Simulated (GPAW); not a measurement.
# Ag (Fm-3m) in GPAW: further runs

Aim: see how the results for Ag move with the level of theory and the settings. Levels: PBE, PBEsol. Tasks: single point.

Program: GPAW 26.7.0. These are calculated values, not measurements. Logs are shortened: lines on timing, memory, paths and dates and some standing lists are left out, and cuts for length are marked. The log counts tension as positive stress, the text compression.

### 1 Starting point

It takes space group Fm-3m (No. 225, cubic). Conventional cell: a = 4.085 Å, b = 4.085 Å, c = 4.085 Å, α = 90.00°, β = 90.00°, γ = 90.00°. Around Ag (site symmetry m-3m) lie 12 Ag at 2.89 Å.

### 2 Single point, PBE

File run.py:

```python
from ase.io import read
from gpaw import PW
from gpaw.dft import DFT

atoms = read('POSCAR')

dft = DFT(atoms,
          mode=PW(600),
          xc='PBE',
          kpts={'size': (11, 11, 11), 'gamma': True},
          occupations={'name': 'fermi-dirac', 'width': 0.05},
          nbands=18,
          convergence={'density': 1e-05, 'energy': 1e-05},
          maxiter=150,
          txt='gpaw.txt')
print(f'Energy: {dft.calculate_energy():.6f} eV')
print('Forces (eV/A):')
print(dft.calculate_forces().round(4))
print('Stress (eV/A^3):', dft.calculate_stress().round(6))
dft.write_gpw_file('gs.gpw')
```

File POSCAR:

```
Ag
1.0
    0.0000000000      2.0427500000      2.0427500000
    2.0427500000      0.0000000000      2.0427500000
    2.0427500000      2.0427500000      0.0000000000
Ag
1
Direct
    0.0000000000      0.0000000000      0.0000000000
```

Potentials or basis: GPAW PAW data sets (gpaw-data 1.2.1), pw.

Command:

```sh
$ OMP_NUM_THREADS=1 python run.py
```

gpaw.txt:

```text
Diagonalizing LCAO Hamiltonian
Converting LCAO to pw mode

       Ag

Atoms  # Å, Bohr magnetons
|   | symbol |        x |        y |        z |    initial magnetic moments |
|---|--------|----------|----------|----------|-----------------------------|
| 0 |     Ag | 0.000000 | 0.000000 | 0.000000 | ( 0.0000,  0.0000,  0.0000) |

Unit cell  # Å
| periodic |        x |        y |        z |  lengths |    angles |
|----------|----------|----------|----------|----------|-----------|
|      yes | 0.000000 | 2.042750 | 2.042750 | 2.888885 | 60.000000 |
|      yes | 2.042750 | 0.000000 | 2.042750 | 2.888885 | 60.000000 |
|      yes | 2.042750 | 2.042750 | 0.000000 | 2.888885 | 60.000000 |

Number of symmetries: 48
Symmetry operations  # r_c * U_cc + t_c -> r_c
|    | kind |            matrix            |
|----|------|------------------------------|
|  0 |  σ   |  1, 0, 0,  1, 0,-1,  1,-1, 0 |
|  1 |  C2  |  1, 0, 0,  1,-1, 0,  1, 0,-1 |
|  2 |  E   |  1, 0, 0,  0, 1, 0,  0, 0, 1 |
|  3 |  σ   |  1, 0, 0,  0, 0, 1,  0, 1, 0 |
|  4 |  C4  |  1, 0,-1,  1, 0, 0,  1,-1, 0 |
|  5 |  S6  |  1, 0,-1,  1,-1, 0,  1, 0, 0 |
|  6 |  σ   |  1, 0,-1,  0, 1,-1,  0, 0,-1 |
|  7 |  C3  |  1, 0,-1,  0, 0,-1,  0, 1,-1 |
|  8 |  S6  |  1,-1, 0,  1, 0, 0,  1, 0,-1 |
|  9 |  C4  |  1,-1, 0,  1, 0,-1,  1, 0, 0 |
| 10 |  C3  |  1,-1, 0,  0,-1, 1,  0,-1, 0 |
| 11 |  σ   |  1,-1, 0,  0,-1, 0,  0,-1, 1 |
| 12 |  σ   |  0, 1, 0,  1, 0, 0,  0, 0, 1 |
| 13 |  C4  |  0, 1, 0,  0, 1,-1, -1, 1, 0 |
| 14 |  C3  |  0, 1, 0,  0, 0, 1,  1, 0, 0 |
| 15 |  S6  |  0, 1, 0, -1, 1, 0,  0, 1,-1 |
| 16 |  C2  |  0, 1,-1,  1, 0,-1,  0, 0,-1 |
| 17 |  σ   |  0, 1,-1,  0, 1, 0, -1, 1, 0 |
| 18 |  S4  |  0, 1,-1,  0, 0,-1,  1, 0,-1 |
| 19 |  C4  |  0, 1,-1, -1, 1, 0,  0, 1, 0 |
| 20 |  C3  |  0, 0, 1,  1, 0, 0,  0, 1, 0 |
| 21 |  σ   |  0, 0, 1,  0, 1, 0,  1, 0, 0 |
| 22 |  S6  |  0, 0, 1,  0,-1, 1, -1, 0, 1 |
| 23 |  C4  |  0, 0, 1, -1, 0, 1,  0,-1, 1 |
| 24 |  S4  |  0, 0,-1,  1, 0,-1,  0, 1,-1 |
| 25 |  C3  |  0, 0,-1,  0, 1,-1,  1, 0,-1 |
| 26 |  C2  |  0, 0,-1,  0,-1, 0, -1, 0, 0 |
| 27 |  S6  |  0, 0,-1, -1, 0, 0,  0,-1, 0 |
| 28 |  S4  |  0,-1, 1,  1,-1, 0,  0,-1, 0 |
| 29 |  C4  |  0,-1, 1,  0, 0, 1, -1, 0, 1 |
| 30 |  C2  |  0,-1, 1,  0,-1, 0,  1,-1, 0 |
| 31 |  σ   |  0,-1, 1, -1, 0, 1,  0, 0, 1 |
| 32 |  C3  |  0,-1, 0,  1,-1, 0,  0,-1, 1 |
| 33 |  S6  |  0,-1, 0,  0, 0,-1, -1, 0, 0 |
| 34 |  S4  |  0,-1, 0,  0,-1, 1,  1,-1, 0 |
| 35 |  C2  |  0,-1, 0, -1, 0, 0,  0, 0,-1 |
| 36 |  C2  | -1, 1, 0,  0, 1, 0,  0, 1,-1 |
| 37 |  S6  | -1, 1, 0,  0, 1,-1,  0, 1, 0 |
| 38 |  S4  | -1, 1, 0, -1, 0, 1, -1, 0, 0 |
| 39 |  C3  | -1, 1, 0, -1, 0, 0, -1, 0, 1 |
| 40 |  S6  | -1, 0, 1,  0, 0, 1,  0,-1, 1 |
| 41 |  C2  | -1, 0, 1,  0,-1, 1,  0, 0, 1 |
| 42 |  C3  | -1, 0, 1, -1, 1, 0, -1, 0, 0 |
| 43 |  S4  | -1, 0, 1, -1, 0, 0, -1, 1, 0 |
| 44 |  C2  | -1, 0, 0,  0, 0,-1,  0,-1, 0 |
| 45 |  i   | -1, 0, 0,  0,-1, 0,  0, 0,-1 |
| 46 |  σ   | -1, 0, 0, -1, 1, 0, -1, 0, 1 |
| 47 |  C2  | -1, 0, 0, -1, 0, 1, -1, 1, 0 |

BZ-sampling:
  Number of BZ points: 1331
  Number of IBZ points: 56

  Monkhorst-Pack size: [11, 11, 11]
  Monkhorst-Pack shift: [0, 0, 0]

K-points  # in reciprocal-cell coordinates
|     |                                coordinates |     weight |
|-----|--------------------------------------------|------------|
|   0 | (  0.00000000,   0.00000000,   0.00000000) | 0.00075131 |
|   1 | (  0.09090909,   0.09090909,   0.00000000) | 0.00450789 |
|   2 | (  0.09090909,   0.09090909,   0.09090909) | 0.00601052 |
|   3 | (  0.18181818,   0.09090909,   0.09090909) | 0.00901578 |
|   4 | (  0.18181818,   0.18181818,   0.00000000) | 0.00450789 |
|   5 | (  0.18181818,   0.18181818,   0.09090909) | 0.01803156 |
|   6 | (  0.18181818,   0.18181818,   0.18181818) | 0.00601052 |
|   7 | (  0.27272727,   0.18181818,   0.09090909) | 0.01803156 |
|   8 | (  0.27272727,   0.18181818,   0.18181818) | 0.01803156 |
|   9 | (  0.27272727,   0.27272727,   0.00000000) | 0.00450789 |
| ... |                                            |            |
|  55 | (  0.45454545,   0.45454545,   0.45454545) | 0.00601052 |

Plane wave coefficients: 578
Cutoff: 600.0 eV

Spin-components: 1 (collinear spins)
Bands:           18
Projectors:      6
Spin-degeneracy: 2
Datatype:        complex128

Density:
  Valence electrons: 17.0
  Components: 1
  Grid points: [18 18 18]
  Charge: 0.0  # |e|

Potential:
  Grid points: [18 18 18]

species:
  Ag:
    name:    Silver
    Z:       47.0
    valence: 17
    core:    30
    charge:  0.0  # [|e|]
    compensation charges:
      type: gauss
      rc: 0.40  # [Å]
      lmax: 2
    cutoffs:
      filter: 2.35  # [Å]
      core: 2.19  # [Å]
    projectors
    | kind |    occ | energy [eV] | rcut [Å] |
    |------|--------|-------------|----------|
    |   5s |  1.000 |      -4.401 |    1.286 |
    |   4p |  6.000 |     -58.577 |    1.328 |
    |   5p |  0.000 |      -0.738 |    1.328 |
    |   4d | 10.000 |      -7.446 |    1.180 |
    |    s |        |      22.811 |    1.286 |
    |    d |        |      19.766 |    1.180 |

    Using partial waves for Ag as LCAO basis

Reference energy: -144597.826354  # eV

eigensolver:
  PPCG
  Converge bands: occupied
  niter=2

density mixing:
  MSR1-Mixer
  Pratt-step length: 0.05
  Maximum mixing coefficient: 0.75
  Old densities: 10
  SVD Regularization: 0.005
  Good broyden scale: 1.0
  Trust region scale: 1.0
  Backstep threshold: 4.0
  History deletion threshold: 6.0
  Fourier metric: weight=20.0, sigma=0.015

occupation numbers:
  Fermi-Dirac:
    width: 0.0500  # eV

poisson solver:
  ecut: 4800.0  # eV

xc functional:
[... 9 lines left out ...]
|iter     | |      energy | eigst |  dens |
|---------|-|-------------|-------|-------|
|iter:   1| |   -3.116728 | -0.63 |       |
|iter:   2| |   -3.052884 | -3.48 | -1.31 |
|iter:   3| |   -2.862252 | -3.10 | -1.36 |
|iter:   4| |   -2.859764 | -4.33 | -2.13 |
|iter:   5| |   -2.859012 | -4.31 | -2.40 |
|iter:   6| |   -2.859014 | -7.07 | -3.87 |
|iter:   7| |   -2.859016c| -7.43c| -4.14 |
|iter:   8| |   -2.859016c| -8.94c| -5.45c|
SCF steps: 8
Energy contributions relative to reference atoms: (reference = -144597.826354)

Energy contributions:
  Kinetic:          -0.687840
  Coulomb:          -0.455852
  Zero:              0.169524
  External:          0.000000
  Xc:               -1.883546
  Entropy:          -0.002604
  Spinorbit:         0.000000
  ----------------------------
  Free energy:      -2.860318
  Extrapolated:     -2.859016

Forces  # eV/Ang
|       x |       y |       z |
|---------|---------|---------|
| 0.00000 | 0.00000 | 0.00000 |  # Ag   0

Stress tensor  # eV/Ang^3
|         x |         y |         z |
|-----------|-----------|-----------|
| -0.026999 |  0.000000 |  0.000000 |
|  0.000000 | -0.026999 |  0.000000 |
|  0.000000 |  0.000000 | -0.026999 |

Writing to gs.gpw (mode='')

  __  _  _
 | _ |_)|_||  |
 |__||  | ||/\| - 26.7.0

Input parameters:
  mode=PW(ecut=600.0),
  convergence={'density': 1e-05, 'energy': 1e-05},
  kpts=MonkhorstPack(size=(11, 11, 11), gamma=True),
  maxiter=150,
  nbands=18,
  occupations=Occupations(name='fermi-dirac', width=0.05),
  xc=XC(name='PBE')
# Writing to gs.gpw (mode='')
```

Run time: 7.7 s. Hardware: 1 thread of Intel Xeon 6975P-C (Granite Rapids), shared host; peak memory 0.14 GiB.

What came out:

- Free energy: -2.8603 eV
- Pressure: 4.3 GPa
- Band gap on the k mesh: none (metal or under the smearing width)

Levels at points of the mesh, in eV from the Fermi level:
```csv
k point,band 6,band 7,band 8,band 9,band 10,band 11,band 12,band 13
"(0.00, 0.00, 0.00)",-5.02,-5.02,-3.99,-3.99,15.99,19.64,19.64,19.64
```

### 3 Single point, PBE

File run.py:

```python
from ase.dft.bandgap import bandgap
from ase.io import write
from ase.spacegroup import crystal
from ase.units import GPa
from gpaw import GPAW, PW

# Ag 4a
atoms = crystal(['Ag'],
                basis=[[0.0, 0.0, 0.0]],
                spacegroup=225, setting=1,  # Fm-3m
                cellpar=[4.0855, 4.0855, 4.0855, 90.0, 90.0, 90.0],
                primitive_cell=True)

calc = GPAW(mode=PW(500),
            xc='PBE',
            kpts={'size': (9, 9, 9), 'gamma': True},
            occupations={'name': 'fermi-dirac', 'width': 0.01},
            setups={'Ag': '11'},
            nbands=-10,
            convergence={'density': 1e-05, 'energy': 1e-05},
            maxiter=150,
            txt='gpaw.txt')
atoms.calc = calc
energy = atoms.get_potential_energy()
forces = atoms.get_forces()
stress = atoms.get_stress()
calc.write('gs.gpw')
write('result.traj', atoms)
print(f'Energy: {energy:.6f} eV')
print('Forces (eV/A):')
print(forces.round(4))
print('Stress (GPa):', (stress / GPa).round(3))
print('Fermi level:', round(calc.get_fermi_level(), 4), 'eV')
print(f'Gap: {bandgap(calc)[0]:.4f} eV, direct: {bandgap(calc, direct=True)[0]:.4f} eV')
```

Potentials or basis: GPAW PAW data sets (gpaw-data 1.2.1), other valence, pw.

Command:

```sh
$ OMP_NUM_THREADS=1 python run.py
```

It took 7.7 s on 1 thread of Intel Xeon Platinum 8259CL at 2.50GHz (Skylake/Cascade Lake), shared host; peak memory 0.13 GiB.

Results (log left out):

| Property | Result |
| --- | --- |
| Free energy | -2.6643 eV |
| Pressure | 5.3 GPa |
| Band gap on the k mesh | none (metal or under the smearing width) |

Levels at points of the mesh, in eV from the Fermi level:
```tsv
k point	band 4	band 5	band 6	band 7	band 8	band 9
(0.00, 0.00, 0.00)	-5.22	-4.19	-4.19	16.66	19.95	19.95
```

Caveat: the cutoff is short for stress and forces, so pressures can be off by a GPa or more.

### 4 Single point, PBE

Changes to run.py since step 3:

```diff
@@ -1,4 +1,4 @@
+from ase import Atoms
 from ase.dft.bandgap import bandgap
 from ase.io import write
-from ase.spacegroup import crystal
 from ase.units import GPa
@@ -6,8 +6,8 @@
 
-# Ag 4a
-atoms = crystal(['Ag'],
-                basis=[[0.0, 0.0, 0.0]],
-                spacegroup=225, setting=1,  # Fm-3m
-                cellpar=[4.0855, 4.0855, 4.0855, 90.0, 90.0, 90.0],
-                primitive_cell=True)
+atoms = Atoms(['Ag'],
+              cell=[[0.0, 2.04275, 2.04275],
+                    [2.04275, 0.0, 2.04275],
+                    [2.04275, 2.04275, 0.0]],
+              scaled_positions=[[0.0, 0.0, 0.0]],
+              pbc=True)
```

Potentials or basis: GPAW PAW data sets (gpaw-data 1.2.1), other valence, pw.

Command:

```sh
$ OMP_NUM_THREADS=1 python run.py
```

gpaw.txt:

```text
__  _  _
 | _ |_)|_||  |
 |__||  | ||/\| - 26.7.0

Input parameters:
  mode=PW(ecut=500.0),
  convergence={'density': 1e-05, 'energy': 1e-05},
  kpts=MonkhorstPack(size=(9, 9, 9), gamma=True),
  maxiter=150,
  nbands=-10,
  occupations=Occupations(name='fermi-dirac', width=0.01),
  setups={'Ag': '11'},
  xc=XC(name='PBE')

Diagonalizing LCAO Hamiltonian
Converting LCAO to pw mode

       Ag

Atoms  # Å, Bohr magnetons
|   | symbol |        x |        y |        z |    initial magnetic moments |
|---|--------|----------|----------|----------|-----------------------------|
| 0 |     Ag | 0.000000 | 0.000000 | 0.000000 | ( 0.0000,  0.0000,  0.0000) |

Unit cell  # Å
| periodic |        x |        y |        z |  lengths |    angles |
|----------|----------|----------|----------|----------|-----------|
|      yes | 0.000000 | 2.042750 | 2.042750 | 2.888885 | 60.000000 |
|      yes | 2.042750 | 0.000000 | 2.042750 | 2.888885 | 60.000000 |
|      yes | 2.042750 | 2.042750 | 0.000000 | 2.888885 | 60.000000 |

Number of symmetries: 48
[... 170 lines left out ...]
  Kinetic:          -6.423669
  Coulomb:           5.389611
  Zero:              0.082750
  External:          0.000000
  Xc:               -1.712883
  Entropy:          -0.000154
  Spinorbit:         0.000000
  ----------------------------
  Free energy:      -2.664344
  Extrapolated:     -2.664267

dipole moment: (-11.277603, -11.277603, -11.277603)  # |e|*Ang

Fermi level: 7.964
Eigenvalues  # (at kpt = [0.000, 0.000, 0.000])
| band index |      eig [eV] | occ [0-2] |
|------------|---------------|-----------|
|          0 |        -0.239 |     2.000 |
|          1 |         2.743 |     2.000 |
|          2 |         2.743 |     2.000 |
|          3 |         2.743 |     2.000 |
|          4 |         3.771 |     2.000 |
|          5 |         3.771 |     2.000 |
|          6 |        24.620 |     0.000 |
|          7 |        27.915 |     0.000 |
|          8 |        27.915 |     0.000 |
|          9 |        27.915 |     0.000 |
|         10 |        32.071 |     0.000 |
|         11 |        32.880 |     0.000 |
|         12 |        32.880 |     0.000 |
|         13 |        32.880 |     0.000 |
|         14 |        37.796 |     0.000 |

No gap
No difference between direct/indirect transitions

Forces  # eV/Ang
|        x |       y |       z |
|----------|---------|---------|
| -0.00000 | 0.00000 | 0.00000 |  # Ag   0

Stress tensor  # eV/Ang^3
|         x |         y |         z |
|-----------|-----------|-----------|
| -0.032906 | -0.000000 |  0.000000 |
| -0.000000 | -0.032906 |  0.000000 |
|  0.000000 |  0.000000 | -0.032906 |

# Writing to gs.gpw (mode='')
```

stdout:

```text
Energy: -2.664267 eV
Forces (eV/A):
[[-0.  0.  0.]]
Stress (GPa): [-5.272 -5.272 -5.272  0.     0.    -0.   ]
Fermi level: 7.9642 eV
Gap: 0.0000 eV, direct: 0.0000 eV
```

Run time: 5.5 s. Hardware: 1 thread of Arm Neoverse V1, shared host; peak memory 0.12 GiB.

What came out:

* Free energy: -2.6643 eV
* Pressure: 5.3 GPa
* Band gap on the k mesh: none (metal or under the smearing width)

Levels at points of the mesh, in eV from the Fermi level:
| k point | band 3 | band 4 | band 5 | band 6 | band 7 | band 8 | band 9 | band 10 |
| --- | --- | --- | --- | --- | --- | --- | --- | --- |
| (0.00, 0.00, 0.00) | -5.22 | -5.22 | -4.19 | -4.19 | 16.66 | 19.95 | 19.95 | 19.95 |

Caveat: the cutoff is short for stress and forces, so pressures can be off by a GPa or more.

(Continued in part 2 of 2.)
